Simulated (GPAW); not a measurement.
Here is a GPAW 26.7.0 calculation.

Contents of run.py:

```python
from ase import Atoms
from ase.eos import EquationOfState
from ase.io import Trajectory
from ase.units import GPa
from ase.parallel import parprint
from gpaw import GPAW, PW

atoms = Atoms(['Bi', 'Bi', 'Se', 'Se', 'Se'],
              cell=[[2.0715, 1.1959810826, 9.5453333333],
                    [-2.0715, 1.1959810826, 9.5453333333],
                    [0.0, -2.3919621653, 9.5453333333]],
              scaled_positions=[[0.5992, 0.5992, 0.5992],
                                [0.4008, 0.4008, 0.4008],
                                [0.7883, 0.7883, 0.7883],
                                [0.2117, 0.2117, 0.2117],
                                [0.0, 0.0, 0.0]],
              pbc=True)

traj = Trajectory('eos.traj', 'w')
volumes, energies = [], []
for x in [0.94, 0.96, 0.98, 1.0, 1.02, 1.04, 1.06]:
    a = atoms.copy()
    a.set_cell(atoms.cell * x**(1 / 3), scale_atoms=True)
    calc = GPAW(mode=PW(600),
                xc='LDA',
                kpts={'size': (5, 5, 5), 'gamma': True},
                occupations={'name': 'fermi-dirac', 'width': 0.05},
                nbands=39,
                convergence={'density': 1e-05, 'energy': 1e-05},
                maxiter=150,
                txt=f'eos-{x:.2f}.txt')
    a.calc = calc
    energies.append(a.get_potential_energy(force_consistent=True))
    volumes.append(a.get_volume())
    p = -a.get_stress()[:3].mean() / GPa
    calc.write(f'eos-{x:.2f}.gpw')
    traj.write(a)
    parprint(f'{x:.2f} {volumes[-1]:10.4f} A^3 {energies[-1]:14.6f} eV {p:9.3f} GPa', flush=True)

v0, e0, B = EquationOfState(volumes, energies, eos='birchmurnaghan').fit()
parprint(f'V0 = {v0:.4f} A^3, E0 = {e0:.6f} eV, B0 = {B / GPa:.2f} GPa')
```

Potentials or basis: the program's PAW data sets (release 1.2.1) made for this functional, pw.

Command:

```console
$ OMP_NUM_THREADS=1 mpirun -n 4 gpaw python run.py
```

Question: Predict the equilibrium volume.

Answer: 27.51 Å³/atom.

Question: What does it give for the bulk modulus at fixed shape and positions?

Answer: 68 GPa.

Energy against volume, from the lowest point:
| volume (Å³/atom) | energy (meV/atom) |
| --- | --- |
| 26.675 | 5.17 |
| 27.243 | 0.00 |
| 27.810 | 0.09 |
| 28.378 | 4.87 |
| 28.946 | 13.84 |
| 29.513 | 26.57 |
| 30.081 | 42.63 |

Caveat: the cell was scaled at fixed shape and fractional positions, which overstates the stiffness of a crystal with free parameters, most of all of layers and chains; the program warned that so skewed a cell can give wrong results.
